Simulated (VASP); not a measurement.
# Ta (Im-3m) in VASP: further runs, part 2 of 2

VASP 6.6.1. Earlier steps stand in the parts before.

### Step 4. Relaxation of cell and atoms, PBEsol, target pressure 50.2 GPa, at which the enthalpy is minimised

This run uses another cell than the first one, of 14.82 Å³/atom, 0.828 times its volume.

Contents of INCAR:

```
PREC = Accurate ; ENCUT = 600
EDIFF = 1E-7 ; ISMEAR = 1
SIGMA = 0.1 ; LREAL = F
LASPH = T ; NELM = 80
ALGO = Normal ; ISIF = 3
LWAVE = F ; LCHARG = F
GGA = PS ; IBRION = 2
NSW = 90 ; EDIFFG = -0.005
PSTRESS = 502.0
```

Contents of KPOINTS:

```
regular mesh
0
Gamma
  16 16 16
```

Contents of POSCAR:

```
Ta                                      
1.0
   -1.5474863100      1.5474863100      1.5474863100
    1.5474863100     -1.5474863100      1.5474863100
    1.5474863100      1.5474863100     -1.5474863100
  Ta            
     1
Direct
     0.0000000000000000    0.0000000000000000    0.0000000000000000
```

Potentials or basis: VASP PAW PBE potentials, release 64 (Ta_pv).

Run with:

```bash
> cat potpaw_PBE.64/Ta_pv/POTCAR > POTCAR
> mpirun -np 1 vasp_std > vasp.out
```

OUTCAR:

```text
PREC = Accurate
   ENCUT = 600
   EDIFF = 1E-7
   ISMEAR = 1
   LREAL = F
   LASPH = T
   NELM = 80
   ISIF = 3
   GGA = PS
   IBRION = 2
   NSW = 90
   EDIFFG = -0.005
   PSTRESS = 502.0

 ion  position               nearest neighbor table
   1  0.000  0.000  0.000-

  LATTYP: Found a body centered cubic cell.
 ALAT       =     3.0949726200

  Lattice vectors:

 A1 = (  -1.5474863100,   1.5474863100,   1.5474863100)
 A2 = (   1.5474863100,  -1.5474863100,   1.5474863100)
 A3 = (   1.5474863100,   1.5474863100,  -1.5474863100)

Analysis of symmetry for initial positions (statically):
=====================================================================
 Subroutine PRICEL returns:
 Original cell was already a primitive cell.

 Routine SETGRP: Setting up the symmetry group for a
 body centered cubic supercell.

 Subroutine GETGRP returns: Found 48 space group operations
 (whereof 48 operations were pure point group operations)
 out of a pool of 48 trial point group operations.

The static configuration has the point symmetry O_h .

Analysis of symmetry for dynamics (positions and initial velocities):
=====================================================================
 Subroutine PRICEL returns:
 Original cell was already a primitive cell.

 Routine SETGRP: Setting up the symmetry group for a
 body centered cubic supercell.

 Subroutine GETGRP returns: Found 48 space group operations
 (whereof 48 operations were pure point group operations)
 out of a pool of 48 trial point group operations.

The dynamic configuration has the point symmetry O_h .

 Subroutine INISYM returns: Found 48 space group operations
 (whereof 48 operations are pure point group operations),
 and found     1 'primitive' translations

----------------------------------------------------------------------------------------

[... 116 lines left out ...]
   LHFCALC =     F    Hartree Fock is set to
   AEXX    =    0.0000 exact exchange contribution
   IVDW    =     0    specifies the selected vdW correction
   LEPSILON=     F    determine dielectric tensor
   LRPA    =     F    only Hartree local field effects (RPA)
 conjugate gradient relaxation of ions
 non-spin polarized calculation
 Methfessel and Paxton  Order N= 1 SIGMA  =   0.10
  energy-cutoff  :      600.00
  volume of cell :       14.82
 maximum number of plane-waves:       531
 NGX is ok and might be reduce to    24
   NGX = 11   NGY = 11   NGZ = 11

 number of electron      10.9999999 magnetization

 Free energy of the ion-electron system (eV)
  ---------------------------------------------------
  ext. energy  EPLUGINS =         0.00000000
  ---------------------------------------------------
  free energy    TOTEN  =       -12.15590064 eV

  energy without entropy =      -12.15525306  energy(sigma->0) =      -12.15568478

 E-fermi :   7.0598     XC(G=0): -13.7572

 val. band max:        7.0498714198   @ k =  -0.2500   0.3125   0.1250
 cond. band min:       7.0745038728   @ k =   0.1875   0.0000   0.0000
 fundamental gap:      0.0246324530
 Fermi energy:         7.0597683995

 k-point     1 :       0.0000    0.0000    0.0000
  band No.  band energies     occupation
      1     -25.2131      2.00000
      2     -25.2131      2.00000
      3     -25.2131      2.00000
      4      -1.6110      2.00000
      5       7.6741     -0.00000
      6       7.6741     -0.00000
      7       7.6741     -0.00000
      8      11.6809      0.00000
      9      11.6809      0.00000
[... 265 lines left out ...]
 k-point    24 :       0.2500    0.1875    0.0000
  band No.  band energies     occupation
      1     -26.9405      2.00000
      2     -25.9299      2.00000
      3     -25.4086      2.00000
      4       2.9608      2.00000
      5       5.2735      2.00000
      6       6.3989      2.00000
      7      10.9091      0.00000
      8      12.9746      0.00000
      9      15.4964      0.00000

 [... further k-points ...]

------------------------ aborting loop because EDIFF is reached ----------------------------------------

  FORCE on cell =-STRESS in cart. coord.  units (eV):
  Direction    XX          YY          ZZ          XY          YZ          ZX
  --------------------------------------------------------------------------------------
  -------------------------------------------------------------------------------------
  Total        4.6438365      4.6438365      4.6438365      0.0000000      0.0000000      0.0000000
  in kB      501.9345166    501.9345166    501.9345166      0.0000000      0.0000000      0.0000000
  external PRESSURE =      -0.0654834 kB  Pullay stress =     502.0000000 kB

 VOLUME and BASIS-vectors are now :
 -----------------------------------------------------------------------------
  energy-cutoff  :      600.00
  volume of cell :       14.82
      direct lattice vectors                 reciprocal lattice vectors
    -1.547486310  1.547486310  1.547486310     0.000000000  0.323104635  0.323104635
     1.547486310 -1.547486310  1.547486310     0.323104635  0.000000000  0.323104635
     1.547486310  1.547486310 -1.547486310     0.323104635  0.323104635  0.000000000

 POSITION                                       TOTAL-FORCE (eV/Angst)
 -----------------------------------------------------------------------------------
      0.00000      0.00000      0.00000        -0.000000     -0.000000      0.000000
 -----------------------------------------------------------------------------------
    total drift:                               -0.000000      0.000000      0.000000

  FREE ENERGIE OF THE ION-ELECTRON SYSTEM (eV)
  ---------------------------------------------------
  free  energy   TOTEN  =       -12.1559006424 eV

  energy  without entropy=      -12.1552530631  energy(sigma->0) =      -12.15568478

  enthalpy is  TOTEN    =        -7.5114583286 eV   P V=        4.6444423139

 reached required accuracy - stopping structural energy minimisation
```

OSZICAR:

```text
N       E                     dE             d eps       ncg     rms          rms(c)
DAV:   1     0.520659776267E+02    0.52066E+02   -0.72476E+03  2610   0.136E+03
DAV:   2    -0.118898754831E+02   -0.63956E+02   -0.62932E+02  3388   0.273E+02
DAV:   3    -0.125327481039E+02   -0.64287E+00   -0.62270E+00  2916   0.271E+01
DAV:   4    -0.125362598267E+02   -0.35117E-02   -0.35090E-02  3069   0.164E+00
DAV:   5    -0.125362815246E+02   -0.21698E-04   -0.21697E-04  2818   0.107E-01    0.194E+01
DAV:   6    -0.122580678819E+02    0.27821E+00   -0.24077E-01  2717   0.629E+00    0.102E+01
DAV:   7    -0.121575685215E+02    0.10050E+00   -0.23817E-01  2723   0.598E+00    0.449E-01
DAV:   8    -0.121559102561E+02    0.16583E-02   -0.41468E-03  2853   0.905E-01    0.701E-02
DAV:   9    -0.121559007907E+02    0.94655E-05   -0.49548E-05  2848   0.987E-02    0.302E-02
DAV:  10    -0.121559008085E+02   -0.17797E-07   -0.22671E-06  3175   0.213E-02    0.408E-03
DAV:  11    -0.121559006367E+02    0.17177E-06   -0.54594E-08  1600   0.325E-03    0.495E-04
DAV:  12    -0.121559006424E+02   -0.57378E-08   -0.28040E-09  1373   0.767E-04
   1 F= -.75114583E+01 E0= -.75112425E+01  d E =-.751146E+01
```

It took 10 s on 1 thread of Intel Xeon 6975P-C (Granite Rapids), shared host; peak memory 0.15 GiB.

What came out:

```yaml
Free_energy: -12.1559 eV
Pressure_after_relaxing: 50.2 GPa
Band_gap_on_the_k_mesh: none (metal or under the smearing width)
```

Final structure:
```cif
data_structure
_symmetry_space_group_name_H-M 'P 1'
_symmetry_Int_Tables_number 1
_cell_length_a 2.6803
_cell_length_b 2.6803
_cell_length_c 2.6803
_cell_angle_alpha 109.471
_cell_angle_beta 109.471
_cell_angle_gamma 109.471
_cell_volume 14.82
loop_
_atom_site_label
_atom_site_type_symbol
_atom_site_fract_x
_atom_site_fract_y
_atom_site_fract_z
_atom_site_occupancy
Ta1 Ta 0.00000 0.00000 0.00000 1
```

Caveat: the relaxation stopped at its first step, so nothing moved; the cell is relaxed towards a set pressure, so the enthalpy falls and the energy may rise; the PAW data sets were made with another functional, which shifts forces and pressure a little. The run has no spin-orbit coupling, so splittings on Ta are missing.

### Step 5. Relaxation of cell and atoms, PBEsol

This run uses another cell than the first one, of 18.01 Å³/atom, 1.006 times its volume.

Contents of INCAR:

```
PREC     = Accurate       # precision mode
ENCUT    = 600            # plane-wave cutoff, eV
EDIFF    = 1E-6           # SCF threshold, eV
ISMEAR   = 1              # smearing method
SIGMA    = 0.1            # smearing width, eV
LREAL    = F              # projectors in reciprocal space
LASPH    = T              # aspherical terms in the spheres
NELM     = 80             # most SCF steps
ALGO     = Normal         # electronic algorithm
ISIF     = 3              # what is computed and relaxed
LWAVE    = F              # write WAVECAR
LCHARG   = F              # write CHGCAR
GGA      = PS             # functional
IBRION   = 2              # ionic algorithm
NSW      = 90             # ionic steps
EDIFFG   = -0.01          # ionic threshold
KPAR     = 2
```

KPOINTS is that of step 4.

Contents of POSCAR:

```
Ta
1.0
   -1.6512800000      1.6512800000      1.6512800000
    1.6512800000     -1.6512800000      1.6512800000
    1.6512800000      1.6512800000     -1.6512800000
Ta
1
Direct
    0.0000000000      0.0000000000      0.0000000000
```

Potentials or basis: VASP PAW PBE potentials, release 64 (Ta_pv).

Run with:

```bash
> cat potpaw_PBE.64/Ta_pv/POTCAR > POTCAR
> mpirun -np 2 vasp_std > vasp.out
```

OUTCAR:

```text
PREC = Accurate
   ENCUT = 600
   EDIFF = 1E-6
   ISMEAR = 1
   LREAL = F
   LASPH = T
   NELM = 80
   ISIF = 3
   GGA = PS
   IBRION = 2
   NSW = 90
   EDIFFG = -0.01

 ion  position               nearest neighbor table
   1  0.000  0.000  0.000-

  LATTYP: Found a body centered cubic cell.
 ALAT       =     3.3025600000

  Lattice vectors:

 A1 = (  -1.6512800000,   1.6512800000,   1.6512800000)
 A2 = (   1.6512800000,  -1.6512800000,   1.6512800000)
 A3 = (   1.6512800000,   1.6512800000,  -1.6512800000)

Analysis of symmetry for initial positions (statically):
=====================================================================
 Subroutine PRICEL returns:
 Original cell was already a primitive cell.

 Routine SETGRP: Setting up the symmetry group for a
 body centered cubic supercell.

 Subroutine GETGRP returns: Found 48 space group operations
 (whereof 48 operations were pure point group operations)
 out of a pool of 48 trial point group operations.

The static configuration has the point symmetry O_h .

Analysis of symmetry for dynamics (positions and initial velocities):
=====================================================================
 Subroutine PRICEL returns:
 Original cell was already a primitive cell.

 Routine SETGRP: Setting up the symmetry group for a
 body centered cubic supercell.

 Subroutine GETGRP returns: Found 48 space group operations
 (whereof 48 operations were pure point group operations)
 out of a pool of 48 trial point group operations.

The dynamic configuration has the point symmetry O_h .

 Subroutine INISYM returns: Found 48 space group operations
 (whereof 48 operations are pure point group operations),
 and found     1 'primitive' translations

----------------------------------------------------------------------------------------
[... 128 lines left out ...]
   NGX = 11   NGY = 11   NGZ = 11

--------------------------------------- Ionic step        1  -------------------------------------------

 number of electron      11.0000002 magnetization

 Free energy of the ion-electron system (eV)
  ---------------------------------------------------
  ext. energy  EPLUGINS =         0.00000000
  ---------------------------------------------------
  free energy    TOTEN  =       -12.54338423 eV

  energy without entropy =      -12.54287870  energy(sigma->0) =      -12.54321572

------------------------ aborting loop because EDIFF is reached ----------------------------------------

  FORCE on cell =-STRESS in cart. coord.  units (eV):
  Direction    XX          YY          ZZ          XY          YZ          ZX
  --------------------------------------------------------------------------------------
  -------------------------------------------------------------------------------------
  Total       -0.3931613     -0.3931613     -0.3931613     -0.0000000      0.0000000     -0.0000000
  in kB      -34.9751175    -34.9751175    -34.9751175     -0.0000000      0.0000000     -0.0000000
  external PRESSURE =     -34.9751175 kB  Pullay stress =       0.0000000 kB
[... 57 lines left out ...]
--------------------------------------- Ionic step        3  -------------------------------------------

 number of electron      11.0000002 magnetization

 Free energy of the ion-electron system (eV)
  ---------------------------------------------------
  ext. energy  EPLUGINS =         0.00000000
  ---------------------------------------------------
  free energy    TOTEN  =       -12.54687469 eV

  energy without entropy =      -12.54609366  energy(sigma->0) =      -12.54661435

 E-fermi :   5.4355     XC(G=0): -12.8191

 val. band max:        5.4301775667   @ k =   0.3125   0.1250   0.0625
 cond. band min:       5.4431556473   @ k =  -0.3125   0.4375   0.1250
 fundamental gap:      0.0129780806
 Fermi energy:         5.4354723465

 k-point     1 :       0.0000    0.0000    0.0000
  band No.  band energies     occupation
      1     -27.4971      2.00000
      2     -27.4971      2.00000
      3     -27.4971      2.00000
      4      -2.5333      2.00000
      5       6.1795     -0.00000
      6       6.1795     -0.00000
      7       6.1795     -0.00000
      8       9.5135      0.00000
      9       9.5135      0.00000
[... 265 lines left out ...]
 k-point    24 :       0.2500    0.1875    0.0000
  band No.  band energies     occupation
      1     -28.4820      2.00000
      2     -27.9048      2.00000
      3     -27.6055      2.00000
      4       1.7299      2.00000
      5       4.1622      2.00000
      6       4.8484      2.00000
      7       8.8513      0.00000
      8      10.3921      0.00000
      9      12.3511      0.00000

 [... further k-points ...]

------------------------ aborting loop because EDIFF is reached ----------------------------------------

  FORCE on cell =-STRESS in cart. coord.  units (eV):
  Direction    XX          YY          ZZ          XY          YZ          ZX
  --------------------------------------------------------------------------------------
  -------------------------------------------------------------------------------------
  Total       -0.0041701     -0.0041701     -0.0041701     -0.0000000      0.0000000      0.0000000
  in kB       -0.3775102     -0.3775102     -0.3775102     -0.0000000      0.0000000      0.0000000
  external PRESSURE =      -0.3775102 kB  Pullay stress =       0.0000000 kB
[... 16 lines left out ...]
  FREE ENERGIE OF THE ION-ELECTRON SYSTEM (eV)
  ---------------------------------------------------
  free  energy   TOTEN  =       -12.5468746878 eV

  energy  without entropy=      -12.5460936622  energy(sigma->0) =      -12.54661435

 reached required accuracy - stopping structural energy minimisation
```

OSZICAR:

```text
N       E                     dE             d eps       ncg     rms          rms(c)
DAV:   1     0.516500891792E+02    0.51650E+02   -0.71093E+03  2610   0.131E+03
DAV:   2    -0.122734226147E+02   -0.63924E+02   -0.62915E+02  3241   0.266E+02
DAV:   3    -0.130564690850E+02   -0.78305E+00   -0.74830E+00  3018   0.286E+01
[... 20 lines left out ...]
DAV:   2    -0.125640108541E+02    0.81709E-01   -0.11363E-01  2660   0.428E+00    0.995E-01
DAV:   3    -0.125465922683E+02    0.17419E-01   -0.56104E-02  2694   0.292E+00    0.338E-01
DAV:   4    -0.125468720937E+02   -0.27983E-03   -0.80841E-04  3041   0.324E-01    0.341E-02
DAV:   5    -0.125468747158E+02   -0.26220E-05   -0.35694E-05  2725   0.702E-02    0.207E-02
DAV:   6    -0.125468746878E+02    0.27910E-07   -0.86840E-07  1961   0.118E-02
   3 F= -.12546875E+02 E0= -.12546614E+02  d E =-.349045E-02
```

Wall time 18 s (2 MPI ranks of Intel Xeon Platinum 8488C (Sapphire Rapids), shared host); peak memory 0.15 GiB.

Results:

```
Free energy                            : -12.5469 eV
Relaxed volume                         : 17.70 Å³/atom
Relaxed cell                           : a = 2.843 Å, b = 2.843 Å, c = 2.843 Å, α = 109.47°, β = 109.47°, γ = 109.47°
Space group after relaxing (to 0.05 Å) : Im-3m (No. 229)
Energy gained by relaxing              : 3.5 meV/atom
Ionic steps                            : 3
Pressure after relaxing                : 0.0 GPa
Band gap on the k mesh                 : none (metal or under the smearing width)
```

Step by step:
| step | energy change (eV) | largest force (eV/Å) | pressure (GPa) | volume (Å³) |
| --- | --- | --- | --- | --- |
| 1 | 0.0000 | 0.0000 | -3.50 | 18.01 |
| 2 | 0.0146 | 0.0000 | 8.67 | 17.00 |
| 3 | -0.0035 | 0.0000 | -0.04 | 17.70 |

Final structure:
```
Ta
1.0
    -1.64169    1.64169    1.64169
     1.64169   -1.64169    1.64169
     1.64169    1.64169   -1.64169
Ta
1
Direct
  0.00000 0.00000 0.00000
```

Caveat: the PAW data sets were made with another functional, which shifts forces and pressure a little.

### Step 6. Summary

| level | potentials or basis | cell | k mesh | cutoff (eV) | target pressure | gap on the mesh (eV) | pressure (GPa) |
| --- | --- | --- | --- | --- | --- | --- | --- |
| PBE | VASP PAW PBE potentials, release 64 (Ta) | relaxed | 8 × 8 × 8 | 300 | - | none | 0.0 |
| PBEsol | VASP PAW PBE potentials, release 64 (Ta_pv) | relaxed to 50.2 GPa | 16 × 16 × 16 | 600 | 50.2 GPa | none | 50.2 |
| PBEsol | VASP PAW PBE potentials, release 64 (Ta_pv) | relaxed | 16 × 16 × 16 | 600 | - | none | 0.0 |

Alike in all rows: task relaxation of cell and atoms; no spin polarisation; smearing methfessel-paxton 0.1 eV.

Caveats: the relaxation stopped at its first step, so nothing moved (some runs); the PAW data sets were made with another functional, which shifts forces and pressure a little (some runs); the cell is relaxed towards a set pressure, so the enthalpy falls and the energy may rise (some runs).

Absolute energies hang on the potentials; compare differences alone.
